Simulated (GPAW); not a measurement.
# PbS (Cmcm) in GPAW: notebook

One crystal, PbS, is run at these levels: LDA, PBE, vdW-DF-cx; tasks: G0W0 quasiparticle levels, eps q, equation of state, Born charges.

Program: GPAW 26.7.0. These are calculated values, not measurements. Logs are shortened: lines on timing, memory, paths and dates and some standing lists are left out, and cuts for length are marked. The log counts tension as positive stress, the text compression.

### 1 The crystal as given

It takes space group Cmcm (No. 63, orthorhombic). Conventional cell: a = 4.160 Å, b = 11.983 Å, c = 4.279 Å, α = 90.00°, β = 90.00°, γ = 90.00°. Pb (site symmetry m2m) is surrounded by 5 S at 2.69 to 2.99 Å. S (site symmetry m2m) has 5 Pb at 2.69 to 2.99 Å as nearest neighbours.

Measurements of this composition are mostly on another form, of space group No. 225.

### 2 G0W0 quasiparticle levels, LDA (volume scaled by 0.92)

run.py

```python
import json
import numpy as np
from ase.dft.bandgap import bandgap
from ase.io import read, write
from gpaw import GPAW, PW
from gpaw.response.g0w0 import G0W0

atoms = read('PbS.xyz')

calc = GPAW(mode=PW(500),
            xc='LDA',
            kpts={'size': (2, 2, 2), 'gamma': True},
            occupations={'name': 'fermi-dirac', 'width': 0.001},
            setups={'S': 'v3'},
            nbands=-13,
            convergence={'density': 1e-06},
            symmetry={'point_group': False},
            maxiter=150,
            txt='gpaw.txt')
atoms.calc = calc
energy = atoms.get_potential_energy()
calc.write('gs.gpw')
write('result.traj', atoms)
print(f'Energy: {energy:.6f} eV')
print('Fermi level:', round(calc.get_fermi_level(), 4), 'eV')
print(f'Gap: {bandgap(calc)[0]:.4f} eV, direct: {bandgap(calc, direct=True)[0]:.4f} eV')

calc.diagonalize_full_hamiltonian(nbands=226)
calc.write('full.gpw', mode='all')

ibz = calc.get_ibz_k_points()
gap, vbm, cbm = bandgap(calc, output=None)
gap, direct, _ = bandgap(calc, direct=True, output=None)
gamma = int(np.abs(ibz).sum(1).argmin())
kpts = sorted({gamma, vbm[1], cbm[1], direct[1]})
gw = G0W0(calc='full.gpw',
          filename='gw',
          ecut=100,
          ecut_extrapolation=True,
          relbands=(-4, 4),
          kpts=kpts,
          integrate_gamma='WS',
          ppa=True)
gw.calculate()
results = {mode: {key: np.asarray(r[key]).tolist() for key in ['f', 'eps', 'vxc', 'exx', 'sigma', 'Z', 'qp', 'sigma_eskn']}
           for mode, r in gw.all_results.items()}
json.dump({'kpts': ibz[kpts].tolist(), 'results': results}, open('gw.json', 'w'))
for mode, r in results.items():
    f, qp = np.array(r['f']), np.array(r['qp'])
    print(mode, 'quasiparticle energies (eV):')
    print(qp.round(3))
    print(mode, 'gap:', round(qp[f < 0.5].min() - qp[f > 0.5].max(), 4), 'eV')
```

PbS.xyz

```xyz
4
Lattice="2.0229387502 -5.8270683855 0.0000000000 2.0229387502 5.8270683855 0.0000000000 0.0000000000 0.0000000000 4.1620197300" Properties=species:S:1:pos:R:3 pbc="T T T"
Pb     2.0229387502      4.3054652473      1.0405049325
Pb     2.0229387502     -4.3054652473      3.1215147975
S      2.0229387502      1.6922145727      1.0405049325
S      2.0229387502     -1.6922145727      3.1215147975
```

Potentials or basis: the program's PAW data sets (release 1.2.1) made for this functional, newer versions, pw.

Command:

```console
$ OMP_NUM_THREADS=1 python run.py
```

gpaw.txt:

```text
__  _  _
 | _ |_)|_||  |
 |__||  | ||/\| - 26.7.0

Input parameters:
  mode=PW(ecut=500.0),
  convergence={'density': 1e-06},
  kpts=MonkhorstPack(size=(2, 2, 2), gamma=True),
  maxiter=150,
  nbands=-13,
  occupations=Occupations(name='fermi-dirac', width=0.001),
  setups={'S': 'v3'},
  symmetry=Symmetry(point_group=False),
  xc=XC(name='LDA')

Diagonalizing LCAO Hamiltonian
Converting LCAO to pw mode

             Pb
         S
           S
       Pb

Atoms  # Å, Bohr magnetons
|   | symbol |        x |         y |        z |    initial magnetic moments |
|---|--------|----------|-----------|----------|-----------------------------|
| 0 |     Pb | 2.022939 |  4.305465 | 1.040505 | ( 0.0000,  0.0000,  0.0000) |
| 1 |     Pb | 2.022939 | -4.305465 | 3.121515 | ( 0.0000,  0.0000,  0.0000) |
| 2 |      S | 2.022939 |  1.692215 | 1.040505 | ( 0.0000,  0.0000,  0.0000) |
| 3 |      S | 2.022939 | -1.692215 | 3.121515 | ( 0.0000,  0.0000,  0.0000) |

Unit cell  # Å
| periodic |        x |         y |        z |  lengths |     angles |
|----------|----------|-----------|----------|----------|------------|
|      yes | 2.022939 | -5.827068 | 0.000000 | 6.168226 |  90.000000 |
|      yes | 2.022939 |  5.827068 | 0.000000 | 6.168226 |  90.000000 |
|      yes | 0.000000 |  0.000000 | 4.162020 | 4.162020 | 141.709848 |

Number of symmetries: 1
Symmetry operations  # r_c * U_cc + t_c -> r_c
|   | kind |            matrix            |
|---|------|------------------------------|
| 0 |  E   |  1, 0, 0,  0, 1, 0,  0, 0, 1 |

BZ-sampling:
  Number of BZ points: 8
  Number of IBZ points: 8

  Monkhorst-Pack size: [2, 2, 2]
  Monkhorst-Pack shift: [0.25, 0.25, 0.25]

K-points  # in reciprocal-cell coordinates
|   |                                coordinates |     weight |
|---|--------------------------------------------|------------|
| 0 | (  0.00000000,   0.00000000,   0.00000000) | 0.12500000 |
| 1 | (  0.00000000,   0.00000000,   0.50000000) | 0.12500000 |
| 2 | (  0.00000000,   0.50000000,   0.00000000) | 0.12500000 |
| 3 | (  0.00000000,   0.50000000,   0.50000000) | 0.12500000 |
| 4 | (  0.50000000,   0.00000000,   0.00000000) | 0.12500000 |
| 5 | (  0.50000000,   0.00000000,   0.50000000) | 0.12500000 |
| 6 | (  0.50000000,   0.50000000,   0.00000000) | 0.12500000 |
| 7 | (  0.50000000,   0.50000000,   0.50000000) | 0.12500000 |

Plane wave coefficients: 2506
Cutoff: 500.0 eV

Spin-components: 1 (collinear spins)
Bands:           33
Projectors:      22
Spin-degeneracy: 2
Datatype:        complex128

Density:
  Valence electrons: 40.0
  Components: 1
  Grid points: [32 32 24]
  Charge: 0.0  # |e|

Potential:
  Grid points: [32 32 24]

species:
  Pb:
    name:    Lead
    Z:       82.0
    valence: 14
    core:    68
    charge:  0.0  # [|e|]
    compensation charges:
      type: gauss
      rc: 0.38  # [Å]
      lmax: 2
    cutoffs:
      filter: 2.36  # [Å]
      core: 2.43  # [Å]
    projectors
    | kind |    occ | energy [eV] | rcut [Å] |
    |------|--------|-------------|----------|
    |   6s |  2.000 |     -12.249 |    1.259 |
    |   6p |  2.000 |      -3.713 |    1.275 |
    |   5d | 10.000 |     -21.326 |    1.217 |
    |    s |        |      14.962 |    1.259 |
    |    p |        |      23.498 |    1.275 |
    |    d |        |       5.885 |    1.217 |

    Using partial waves for Pb as LCAO basis

  S:
    name:    Sulfur
    Z:       16.0
    valence: 6
    core:    10
    charge:  0.0  # [|e|]
    compensation charges:
      type: gauss
      rc: 0.26  # [Å]
      lmax: 2
    cutoffs:
      filter: 2.13  # [Å]
      core: 1.67  # [Å]
    projectors
    | kind |    occ | energy [eV] | rcut [Å] |
    |------|--------|-------------|----------|
    |   3s |  2.000 |     -17.281 |    1.217 |
    |   3p |  4.000 |      -7.107 |    0.953 |
    |    s |        |       9.931 |    1.217 |
    |    p |        |      20.105 |    0.953 |
    |    d |        |       0.000 |    0.847 |

    Using partial waves for S as LCAO basis

Reference energy: -1155592.841924  # eV

eigensolver:
  PPCG
  Converge bands: occupied
  niter=2

density mixing:
  MSR1-Mixer
  Pratt-step length: 0.05
  Maximum mixing coefficient: 0.75
  Old densities: 10
  SVD Regularization: 0.005
  Good broyden scale: 1.0
  Trust region scale: 1.0
  Backstep threshold: 4.0
  History deletion threshold: 6.0
  Fourier metric: weight=20.0, sigma=0.015

occupation numbers:
  Fermi-Dirac:
    width: 0.0010  # eV

poisson solver:
  ecut: 4000.0  # eV

xc functional:
  name: None

convergence criteria:
- Maximum integral of absolute [dens]ity change: 1e-06 electrons / valence electron
- Maximum [total energy] change in last 3 cyles: 0.0005 eV / valence electron
- Maximum integral of absolute [eigenst]ate change: 4e-08 eV^2 / valence electron
maximum number of iterations: 150

SCF iterations
|iter     | |      energy | eigst |  dens |
|---------|-|-------------|-------|-------|
|iter:   1| |  -20.303381 | +0.08 |       |
|iter:   2| |  -20.103615 | -1.56 | -1.17 |
|iter:   3| |  -19.393529 | -1.52 | -1.22 |
|iter:   4| |  -19.379985 | -2.58 | -1.79 |
|iter:   5| |  -19.376257c| -3.31 | -2.19 |
|iter:   6| |  -19.375828c| -4.35 | -2.48 |
|iter:   7| |  -19.375840c| -5.48 | -3.39 |
|iter:   8| |  -19.375830c| -6.23 | -3.64 |
|iter:   9| |  -19.375831c| -7.09 | -4.06 |
|iter:  10| |  -19.375831c| -7.55c| -4.69 |
|iter:  11| |  -19.375831c| -7.89c| -5.32 |
|iter:  12| |  -19.375831c| -8.24c| -6.04c|

Converged in 12 steps
Energy contributions relative to reference atoms: (reference = -1155592.841924)

Energy contributions:
  Kinetic:          38.876273
  Coulomb:         -36.767086
  Zero:             -0.195003
  External:          0.000000
  Xc:              -21.290016
  Entropy:          -0.000000
  Spinorbit:         0.000000
  ----------------------------
  Free energy:     -19.375831
  Extrapolated:    -19.375831

dipole moment: (0.000007, -0.000003, 0.000008)  # |e|*Ang

Fermi level: 6.619
Eigenvalues  # (at kpt = [0.000, 0.000, 0.000])
| band index |      eig [eV] | occ [0-2] |
|------------|---------------|-----------|
|          0 |       -10.478 |     2.000 |
|        ... |               |           |
|         12 |        -0.915 |     2.000 |
|         13 |         0.310 |     2.000 |
|         14 |         1.270 |     2.000 |
|         15 |         2.672 |     2.000 |
|         16 |         3.321 |     2.000 |
|         17 |         4.110 |     2.000 |
[... 8 lines left out ...]
|         26 |        12.316 |     0.000 |
|         27 |        12.917 |     0.000 |
|        ... |               |           |
|         32 |        16.587 |     0.000 |

Gap: 0.915 eV
Transition (v -> c):
  (s=0, k=1, n=19, [0.00, 0.00, 0.50]) -> (s=0, k=6, n=20, [0.50, 0.50, 0.00])
Direct/indirect transitions are different
Direct gap: 1.410 eV
Transition at: (s=0, k=6, n=19, [0.50, 0.50, 0.00])
# Writing to gs.gpw (mode='')

Matrix size: 2506x2506
# Writing to full.gpw (mode='all')
```

Run time: 5.5 min. Hardware: 1 thread of Arm Neoverse V2, shared host; peak memory 0.79 GiB.

These settings aren't checked as converged: the numbers below hold their error.

Results:

```
Free energy                              : -19.3758 eV
Band gap on the k mesh, mean-field level : 0.91 eV, indirect (least direct gap 1.41 eV)
Quasiparticle gap                        : 1.29 eV
Least direct quasiparticle gap           : 1.89 eV
```

Caveat: the k mesh is coarse (spacing up to 0.82 Å⁻¹), so the values aren't converged; the extrapolation in the response cutoff is poor; the quasiparticle gap is taken among the few k points that were corrected; the k mesh is too small for a converged quasiparticle gap; the long-wavelength limit can be off by a per cent or two; spin-orbit coupling is left out, which as a rule narrows the gap of such compounds by several tenths of an eV; the program warned that so skewed a cell can give wrong results.

### 3 G0W0 quasiparticle levels, LDA (volume scaled by 0.92)

run.py, as its differences from that of step 2:

```diff
@@ -27,3 +27,3 @@
 
-calc.diagonalize_full_hamiltonian(nbands=226)
+calc.diagonalize_full_hamiltonian(nbands=163)
 calc.write('full.gpw', mode='all')
@@ -37,8 +37,10 @@
           filename='gw',
-          ecut=100,
-          ecut_extrapolation=True,
-          relbands=(-4, 4),
+          ecut=80,
+          ecut_extrapolation=False,
+          relbands=(-2, 2),
           kpts=kpts,
-          integrate_gamma='WS',
-          ppa=True)
+          integrate_gamma='reciprocal',
+          nbands=159,
+          frequencies={'type': 'nonlinear', 'domega0': 0.05, 'omega2': 10},
+          eta=0.1)
 gw.calculate()
```

PbS.xyz is that of step 2.

Potentials or basis: the program's PAW data sets (release 1.2.1) made for this functional, newer versions, pw.

Command:

```console
$ OMP_NUM_THREADS=1 python run.py
```

gpaw.txt:

```text
__  _  _
 | _ |_)|_||  |
 |__||  | ||/\| - 26.7.0

Input parameters:
  mode=PW(ecut=500.0),
  convergence={'density': 1e-06},
  kpts=MonkhorstPack(size=(2, 2, 2), gamma=True),
  maxiter=150,
  nbands=-13,
  occupations=Occupations(name='fermi-dirac', width=0.001),
  setups={'S': 'v3'},
  symmetry=Symmetry(point_group=False),
  xc=XC(name='LDA')

Diagonalizing LCAO Hamiltonian
Converting LCAO to pw mode

             Pb
         S
           S
       Pb

Atoms  # Å, Bohr magnetons
|   | symbol |        x |         y |        z |    initial magnetic moments |
|---|--------|----------|-----------|----------|-----------------------------|
| 0 |     Pb | 2.022939 |  4.305465 | 1.040505 | ( 0.0000,  0.0000,  0.0000) |
| 1 |     Pb | 2.022939 | -4.305465 | 3.121515 | ( 0.0000,  0.0000,  0.0000) |
| 2 |      S | 2.022939 |  1.692215 | 1.040505 | ( 0.0000,  0.0000,  0.0000) |
| 3 |      S | 2.022939 | -1.692215 | 3.121515 | ( 0.0000,  0.0000,  0.0000) |

Unit cell  # Å
| periodic |        x |         y |        z |  lengths |     angles |
|----------|----------|-----------|----------|----------|------------|
|      yes | 2.022939 | -5.827068 | 0.000000 | 6.168226 |  90.000000 |
|      yes | 2.022939 |  5.827068 | 0.000000 | 6.168226 |  90.000000 |
|      yes | 0.000000 |  0.000000 | 4.162020 | 4.162020 | 141.709848 |

Number of symmetries: 1
Symmetry operations  # r_c * U_cc + t_c -> r_c
[... 105 lines left out ...]
  Trust region scale: 1.0
  Backstep threshold: 4.0
  History deletion threshold: 6.0
  Fourier metric: weight=20.0, sigma=0.015

occupation numbers:
  Fermi-Dirac:
    width: 0.0010  # eV

poisson solver:
  ecut: 4000.0  # eV

xc functional:
  name: None

convergence criteria:
- Maximum integral of absolute [dens]ity change: 1e-06 electrons / valence electron
- Maximum [total energy] change in last 3 cyles: 0.0005 eV / valence electron
- Maximum integral of absolute [eigenst]ate change: 4e-08 eV^2 / valence electron
maximum number of iterations: 150

SCF iterations
|iter     | |      energy | eigst |  dens |
|---------|-|-------------|-------|-------|
|iter:   1| |  -20.303381 | +0.08 |       |
|iter:   2| |  -20.103615 | -1.56 | -1.17 |
|iter:   3| |  -19.393529 | -1.52 | -1.22 |
|iter:   4| |  -19.379985 | -2.58 | -1.79 |
|iter:   5| |  -19.376257c| -3.31 | -2.19 |
|iter:   6| |  -19.375828c| -4.35 | -2.48 |
|iter:   7| |  -19.375840c| -5.48 | -3.39 |
|iter:   8| |  -19.375830c| -6.23 | -3.64 |
|iter:   9| |  -19.375831c| -7.09 | -4.06 |
|iter:  10| |  -19.375831c| -7.55c| -4.69 |
|iter:  11| |  -19.375831c| -7.89c| -5.32 |
|iter:  12| |  -19.375831c| -8.24c| -6.04c|

Converged in 12 steps
Energy contributions relative to reference atoms: (reference = -1155592.841924)

Energy contributions:
  Kinetic:          38.876273
  Coulomb:         -36.767086
  Zero:             -0.195003
  External:          0.000000
  Xc:              -21.290016
  Entropy:          -0.000000
  Spinorbit:         0.000000
  ----------------------------
  Free energy:     -19.375831
  Extrapolated:    -19.375831

dipole moment: (0.000007, -0.000003, 0.000008)  # |e|*Ang

Fermi level: 6.619
Eigenvalues  # (at kpt = [0.000, 0.000, 0.000])
| band index |      eig [eV] | occ [0-2] |
|------------|---------------|-----------|
|          0 |       -10.478 |     2.000 |
|        ... |               |           |
|         12 |        -0.915 |     2.000 |
|         13 |         0.310 |     2.000 |
|         14 |         1.270 |     2.000 |
|         15 |         2.672 |     2.000 |
|         16 |         3.321 |     2.000 |
|         17 |         4.110 |     2.000 |
[... 8 lines left out ...]
|         26 |        12.316 |     0.000 |
|         27 |        12.917 |     0.000 |
|        ... |               |           |
|         32 |        16.587 |     0.000 |

Gap: 0.915 eV
Transition (v -> c):
  (s=0, k=1, n=19, [0.00, 0.00, 0.50]) -> (s=0, k=6, n=20, [0.50, 0.50, 0.00])
Direct/indirect transitions are different
Direct gap: 1.410 eV
Transition at: (s=0, k=6, n=19, [0.50, 0.50, 0.00])
# Writing to gs.gpw (mode='')

Matrix size: 2506x2506
# Writing to full.gpw (mode='all')
```

stdout:

```text
<dir> UserWarning: The angles between your unit-cell vectors are 90.0, 90.0 and 141.7 degrees.  Results may be wrong!  Please Niggli-reduce your unit-cell so that the angles are closer to 90 degrees:

  from ase.build import niggli_reduce
  niggli_reduce(atoms)

  warnings.warn(
Energy: -19.375831 eV
Fermi level: 6.6193 eV
Gap: 0.9149 eV, direct: 1.4102 eV
IBZ(<points: 8, symmetries: 1>)
Occupied bands: 20
Calculating eigenvalues:
  k-points: 3
  Bands: 18-21 (inclusive)
HSE06-eigenvalue shifts:
  min: -2.726 eV
  ave: 1.188 eV
  max: 4.961 eV
GW quasiparticle energies (eV):
[[[ 4.235  5.451 10.779 11.423]
  [ 6.138  6.138  8.161  8.161]
  [ 4.419  5.528  7.415 10.826]]]
GW gap: 1.2765 eV
```

It took 4.4 min on 1 thread of Arm Neoverse V2, shared host; peak memory 1.1 GiB.

These settings aren't checked as converged: the numbers below hold their error.

What came out:

```yaml
Free_energy: -19.3758 eV
Band_gap_on_the_k_mesh_mean-field_level: 0.91 eV, indirect (least direct gap 1.41 eV)
Quasiparticle_gap: 1.28 eV
Least_direct_quasiparticle_gap: 1.89 eV
```

Caveat: the k mesh is coarse (spacing up to 0.82 Å⁻¹), so the values aren't converged; the quasiparticle gap is taken among the few k points that were corrected; on this mesh the treatment of q = 0 moves the result by about a tenth of an eV; the k mesh is too small for a converged quasiparticle gap; the long-wavelength limit can be off by a per cent or two; spin-orbit coupling is left out, which as a rule narrows the gap of such compounds by several tenths of an eV; the program warned that so skewed a cell can give wrong results.

(Part 1 of 3 ends here.)
